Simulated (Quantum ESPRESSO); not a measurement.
The system is Si.

```
CELL_PARAMETERS angstrom
0.00000 2.72185 2.72185
2.72185 0.00000 2.72185
2.72185 2.72185 0.00000
ATOMIC_POSITIONS crystal
Si 0.50000 0.50000 0.50000
Si 0.75000 0.75000 0.75000
```

- Program: Quantum ESPRESSO 7.5
- Task: phonons
- Functional: RPBE
- Potentials or basis: PseudoDojo 0.4.1 SR PBE standard
- Cutoff: 490 eV
- Density cutoff: 1959 eV
- k mesh: 8 × 8 × 8, shifted
- Occupations: fermi-dirac, width 0.05 eV
- Spin: no spin polarisation
- Mixing beta: 0.5
- Most SCF iterations: 120
- SCF threshold: 4e-10 Ry

The first run showed a gap, so the response started from a second, tighter run with fixed occupations.

Which optical modes does the crystal have at the zone centre, and which show in infrared and Raman spectra?

The optical modes are T2g. None is infrared active. Raman active: T2g.

Optical modes at Γ, degenerate ones joined, polar ones without the macroscopic field:
```
cm⁻¹  components  symmetry  active in  IR intensity, summed ((D/Å)²/amu)
 512           3       T2g      Raman                               0.00
```

Born effective charge tensors (e):
atom 1, Si
```
0.00 0.00 0.00
0.00 0.00 0.00
0.00 0.00 0.00
```
atom 2, Si
```
0.00 0.00 0.00
0.00 0.00 0.00
0.00 0.00 0.00
```

Electronic dielectric tensor:
```
12.69  0.00  0.00
 0.00 12.69  0.00
 0.00  0.00 12.69
```

Static dielectric tensor, electrons and zone-centre modes:
```
12.69  0.00  0.00
 0.00 12.69  0.00
 0.00  0.00 12.69
```
